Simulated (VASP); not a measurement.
# Rh (Fm-3m) in VASP: notebook, part 2 of 2

VASP 6.6.1. The steps go on from the part before.

## 5. Relaxation of the atoms, r2SCAN (a relaxed cell with its volume scaled by 1.04)

Contents of INCAR:

```
PREC = Accurate ; ENCUT = 600
EDIFF = 1E-7 ; ISMEAR = 1
SIGMA = 0.1 ; LREAL = F
LASPH = T ; NELM = 80
ALGO = Normal ; ISIF = 2
LWAVE = F ; LCHARG = F
METAGGA = R2SCAN ; LMIXTAU = T
IBRION = 2 ; NSW = 40
EDIFFG = -0.01
```

Contents of KPOINTS:

```
regular mesh
0
Gamma
  16 16 16
```

Contents of POSCAR:

```
Rh                                      
1.0
    0.0000000000      1.9275561976      1.9275561976
    1.9275561976      0.0000000000      1.9275561976
    1.9275561976      1.9275561976      0.0000000000
  Rh            
     1
Direct
     0.0000000000000000    0.0000000000000000    0.0000000000000000
```

Potentials or basis: VASP PAW PBE potentials, release 64 (Rh_pv).

Launch:

```console
$ cat potpaw_PBE.64/Rh_pv/POTCAR > POTCAR
$ mpirun -np 1 vasp_std > vasp.out
```

OUTCAR:

```text
PREC = Accurate
   ENCUT = 600
   EDIFF = 1E-7
   ISMEAR = 1
   LREAL = F
   LASPH = T
   NELM = 80
   ISIF = 2
   METAGGA = R2SCAN
   IBRION = 2
   NSW = 40
   EDIFFG = -0.01

 ion  position               nearest neighbor table
   1  0.000  0.000  0.000-

  LATTYP: Found a face centered cubic cell.
 ALAT       =     3.8551123952

  Lattice vectors:

 A1 = (   0.0000000000,   1.9275561976,   1.9275561976)
 A2 = (   1.9275561976,   0.0000000000,   1.9275561976)
 A3 = (   1.9275561976,   1.9275561976,   0.0000000000)

Analysis of symmetry for initial positions (statically):
=====================================================================
 Subroutine PRICEL returns:
 Original cell was already a primitive cell.

 Routine SETGRP: Setting up the symmetry group for a
 face centered cubic supercell.

 Subroutine GETGRP returns: Found 48 space group operations
 (whereof 48 operations were pure point group operations)
 out of a pool of 48 trial point group operations.

The static configuration has the point symmetry O_h .

Analysis of symmetry for dynamics (positions and initial velocities):
=====================================================================
 Subroutine PRICEL returns:
 Original cell was already a primitive cell.

 Routine SETGRP: Setting up the symmetry group for a
 face centered cubic supercell.

 Subroutine GETGRP returns: Found 48 space group operations
 (whereof 48 operations were pure point group operations)
 out of a pool of 48 trial point group operations.

The dynamic configuration has the point symmetry O_h .

 Subroutine INISYM returns: Found 48 space group operations
 (whereof 48 operations are pure point group operations),
 and found     1 'primitive' translations

----------------------------------------------------------------------------------------

                                     Primitive cell

  volume of cell :      14.3236

  direct lattice vectors                    reciprocal lattice vectors
     0.000000000  1.927556198  1.927556198    -0.259395809  0.259395809  0.259395809
     1.927556198  0.000000000  1.927556198     0.259395809 -0.259395809  0.259395809
     1.927556198  1.927556198  0.000000000     0.259395809  0.259395809 -0.259395809

  length of vectors
     2.725976117  2.725976117  2.725976117     0.449286721  0.449286721  0.449286721

  position of ions in fractional coordinates (direct lattice)
     0.000000000  0.000000000  0.000000000

  ion indices of the primitive-cell ions
   primitive index   ion index
                 1           1

----------------------------------------------------------------------------------------

 KPOINTS: regular mesh

Automatic generation of k-mesh.
 Grid dimensions read from file:
 generate k-points for:   16   16   16

 Generating k-lattice:

  Cartesian coordinates                     Fractional coordinates (reciprocal lattice)
    -0.016212238  0.016212238  0.016212238     0.062500000  0.000000000  0.000000000
     0.016212238 -0.016212238  0.016212238     0.000000000  0.062500000  0.000000000
     0.016212238  0.016212238 -0.016212238     0.000000000  0.000000000  0.062500000

  Length of vectors
     0.028080420  0.028080420  0.028080420

  Shift w.r.t. Gamma in fractional coordinates (k-lattice)
     0.000000000  0.000000000  0.000000000

 Subroutine IBZKPT returns following result:
 ===========================================

 Found    145 irreducible k-points:

 Following reciprocal coordinates:
            Coordinates               Weight
  0.000000  0.000000  0.000000      1.000000
  0.062500  0.000000  0.000000      8.000000
  0.125000  0.000000  0.000000      8.000000
  0.187500  0.000000  0.000000      8.000000
  0.250000  0.000000  0.000000      8.000000
  0.312500  0.000000  0.000000      8.000000
[... 16 lines left out ...]
 -0.125000  0.062500  0.000000     24.000000
 -0.062500  0.062500  0.000000     12.000000
 [... further k-points ...]
   k-points           NKPTS =    145   k-points in BZ     NKDIM =    145   number of bands    NBANDS=     11
   number of dos      NEDOS =    301   number of ions     NIONS =      1
   total plane-waves  NPLWV =  13824
   dimension x,y,z NGX =    24 NGY =   24 NGZ =   24
   dimension x,y,z NGXF=    48 NGYF=   48 NGZF=   48
   ions per type =               1
   NGX,Y,Z   is equivalent  to a cutoff of  14.64, 14.64, 14.64 a.u.
   NGXF,Y,Z  is equivalent  to a cutoff of  29.27, 29.27, 29.27 a.u.
 SYSTEM =  unknown system
   PREC   = accura    normal or accurate (medium, high low for compatibility)
   ISTART =      0    job   : 0-new  1-cont  2-samecut
   ICHARG =      2    charge: 1-file 2-atom 10-const
   ISPIN  =      1    spin polarized calculation?
   LNONCOLLINEAR =      F non collinear calculations
   LSORBIT =      F    spin-orbit coupling
   LASPH  =      T    aspherical Exc in radial PAW
   ENCUT  =  600.0 eV  44.10 Ry    6.64 a.u.   5.44  5.44  5.44*2*pi/ulx,y,z
   NELM   =     80;   NELMIN=  2; NELMDL= -5     # of ELM steps
   EDIFF  = 0.1E-06   stopping-criterion for ELM
   LREAL  =      F    real-space projection
   EDIFFG = -.1E-01   stopping-criterion for IOM
   NSW    =     40    number of steps for IOM
   IBRION =      2    ionic relax: 0-MD 1-quasi-New 2-CG
   NFREE  =      1    steps in history (QN), initial steepest desc. (CG)
   ISIF   =      2    stress and relaxation
   ISYM   =      2    0-nonsym 1-usesym 2-fastsym
   POTIM  = 0.5000    time-step for ionic-motion
   TEBEG  =    0.0;   TEEND  =   0.0 temperature during run
   PSTRESS=    0.0 pullay stress
   NELECT =      15.0000    total number of electrons
   NUPDOWN=      -1.0000    fix difference up-down
   EMIN   =  10.00;   EMAX   =-10.00  energy-range for DOS
   EFERMI =   0.00;   METHOD = LEGACY
   ISMEAR =     1;   SIGMA  =   0.10  broadening in eV -4-tet -1-fermi 0-gaus
   EFERMI_NEDOS =   21; number of points for ismear=-14 and -15
   IALGO  =     38    algorithm
   IMIX   =      4    mixing-type and parameters
     AMIX     =   0.40;   BMIX     =  1.00
     AMIX_MAG =   1.60;   BMIX_MAG =  1.00
  volume/ion in A,a.u.               =      14.32        96.66
  Fermi-wavevector in a.u.,A,eV,Ry     =   1.662474  3.141620 37.604053  2.763820
  Thomas-Fermi vector in A             =   2.749358
   LORBIT       =      0    0 simple, 1 ext, 2 COOP (PROOUT), +10 PAW based schemes
   METAGGA = R2SCAN    functional components
   LHFCALC =     F    Hartree Fock is set to
   AEXX    =    0.0000 exact exchange contribution
   IVDW    =     0    specifies the selected vdW correction
   LEPSILON=     F    determine dielectric tensor
   LRPA    =     F    only Hartree local field effects (RPA)
 conjugate gradient relaxation of ions
 non-spin polarized calculation
 Methfessel and Paxton  Order N= 1 SIGMA  =   0.10
  energy-cutoff  :      600.00
  volume of cell :       14.32
 maximum number of plane-waves:       531
 NGX is ok and might be reduce to    24
   NGX = 11   NGY = 11   NGZ = 11

 number of electron      14.9999998 magnetization

 Free energy of the ion-electron system (eV)
  ---------------------------------------------------
  ext. energy  EPLUGINS =         0.00000000
  ---------------------------------------------------
  free energy    TOTEN  =       -24.11853346 eV

  energy without entropy =      -24.11780151  energy(sigma->0) =      -24.11828948

 E-fermi :  10.9722     XC(G=0): -14.8985

 val. band max:       10.9571397849   @ k =   0.5000   0.3125   0.1250
 cond. band min:      10.9759702906   @ k =   0.3125   0.3125   0.0000
 fundamental gap:      0.0188305057
 Fermi energy:        10.9721720379

 k-point     1 :       0.0000    0.0000    0.0000
  band No.  band energies     occupation
      1     -36.7160      2.00000
      2     -36.7160      2.00000
      3     -36.7160      2.00000
      4       3.1276      2.00000
      5       8.0234      2.00000
      6       8.0234      2.00000
      7       8.0234      2.00000
      8       9.9859      2.00000
      9       9.9859      2.00000
     10      27.7312      0.00000
     11      28.4475      0.00000
[... 309 lines left out ...]
 k-point    24 :      -0.0625    0.0625    0.0000
  band No.  band energies     occupation
      1     -36.7803      2.00000
      2     -36.7355      2.00000
      3     -36.7210      2.00000
      4       3.5424      2.00000
      5       7.8288      2.00000
      6       8.1668      2.00000
      7       8.2128      2.00000
      8       9.8085      2.00000
      9      10.0130      2.00000
     10      28.2787      0.00000
     11      28.4474      0.00000

 [... further k-points ...]

------------------------ aborting loop because EDIFF is reached ----------------------------------------

  FORCE on cell =-STRESS in cart. coord.  units (eV):
  Direction    XX          YY          ZZ          XY          YZ          ZX
  --------------------------------------------------------------------------------------
  -------------------------------------------------------------------------------------
  Total       -0.8942674     -0.8942674     -0.8942674     -0.0000000     -0.0000000      0.0000000
  in kB     -100.0292102   -100.0292102   -100.0292102     -0.0000000     -0.0000000      0.0000000
  external PRESSURE =    -100.0292102 kB  Pullay stress =       0.0000000 kB

 VOLUME and BASIS-vectors are now :
 -----------------------------------------------------------------------------
  energy-cutoff  :      600.00
  volume of cell :       14.32
      direct lattice vectors                 reciprocal lattice vectors
     0.000000000  1.927556198  1.927556198    -0.259395809  0.259395809  0.259395809
     1.927556198  0.000000000  1.927556198     0.259395809 -0.259395809  0.259395809
     1.927556198  1.927556198  0.000000000     0.259395809  0.259395809 -0.259395809

 POSITION                                       TOTAL-FORCE (eV/Angst)
 -----------------------------------------------------------------------------------
      0.00000      0.00000      0.00000         0.000000     -0.000000      0.000000
 -----------------------------------------------------------------------------------
    total drift:                                0.000000      0.000000      0.000000

  FREE ENERGIE OF THE ION-ELECTRON SYSTEM (eV)
  ---------------------------------------------------
  free  energy   TOTEN  =       -24.1185334637 eV

  energy  without entropy=      -24.1178015132  energy(sigma->0) =      -24.11828948

 reached required accuracy - stopping structural energy minimisation
```

CONTCAR:

```text
Rh
   1.00000000000000
     0.0000000000000000    1.9275561976000000    1.9275561976000000
     1.9275561976000000    0.0000000000000000    1.9275561976000000
     1.9275561976000000    1.9275561976000000    0.0000000000000000
  Rh
     1
Direct
     0.0000000000000000    0.0000000000000000    0.0000000000000000

  0.00000000E+00  0.00000000E+00  0.00000000E+00
```

Run time: 41 s. Hardware: 1 thread of Intel Xeon 6975P-C (Granite Rapids), shared host; peak memory 0.17 GiB.

What came out:

```
Free energy             : -24.1185 eV
Pressure after relaxing : -10.0 GPa
Band gap on the k mesh  : none (metal or under the smearing width)
```

Final structure:
```cif
data_structure
_symmetry_space_group_name_H-M 'P 1'
_symmetry_Int_Tables_number 1
_cell_length_a 2.7260
_cell_length_b 2.7260
_cell_length_c 2.7260
_cell_angle_alpha 60.000
_cell_angle_beta 60.000
_cell_angle_gamma 60.000
_cell_volume 14.32
loop_
_atom_site_label
_atom_site_type_symbol
_atom_site_fract_x
_atom_site_fract_y
_atom_site_fract_z
_atom_site_occupancy
Rh1 Rh 0.00000 0.00000 0.00000 1
```

Caveat: the relaxation stopped at its first step, so nothing moved; the PAW data sets were made with another functional, which shifts forces and pressure a little.

## 6. Summary

| cell | gap on the mesh (eV) | pressure (GPa) |
| --- | --- | --- |
| atoms relaxed from: a relaxed cell with its volume scaled by 0.98 | none | 6.0 |
| atoms relaxed | none | 0.0 |
| atoms relaxed from: a relaxed cell with its volume scaled by 1.02 | none | -5.3 |
| atoms relaxed from: a relaxed cell with its volume scaled by 1.04 | none | -10.0 |

Alike in all rows: task relaxation of the atoms; level r2SCAN; potentials or basis VASP PAW PBE potentials, release 64 (Rh_pv); no spin polarisation; k mesh 16 × 16 × 16; cutoff (eV) 600; smearing methfessel-paxton 0.1 eV.

Caveats: the relaxation stopped at its first step, so nothing moved; the PAW data sets were made with another functional, which shifts forces and pressure a little.

Absolute energies hang on the potentials; compare differences alone.
